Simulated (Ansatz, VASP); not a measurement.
# One calculation of Al2Pt, two programs

```
CELL_PARAMETERS angstrom
0.00000 2.93517 2.93517
2.93517 0.00000 2.93517
2.93517 2.93517 0.00000
ATOMIC_POSITIONS crystal
Al 0.25000 0.25000 0.25000
Al 0.75000 0.75000 0.75000
Pt 0.00000 0.00000 0.00000
```

Change from the starting cell: volume scaled by 0.98, crystal datasets.

Alike in both runs: task electric field gradients; functional LDA; k mesh 12 × 12 × 12; occupations fermi-dirac, width 0.08 eV; no spin polarisation.

```csv
,VASP,Ansatz
version,VASP 6.6.1,Ansatz 0.2.0
potentials or method,"VASP PAW LDA potentials, release 64 (Al, Pt), cutoff 520 eV","all-electron PAW with datasets made for the crystal, scalar-relativistic"
```

Ansatz gave:

| Property | Result |
| --- | --- |
| pressure (GPa) | -1.2 |
| Vzz of the field gradient on the site that differs most (V/Å²) | 0.0 |

Question: Which values does VASP return?

Answer: Pressure (GPa): -0.9; Vzz of the field gradient on the site that differs most (V/Å²): 0.0.

Ansatz ran all-electron here, so the differences hold the error of VASP's frozen core and of both bases. Ansatz warned: «gradients_without_spin_orbit».

Spin-orbit coupling is left out, which matters for the levels of Pt.
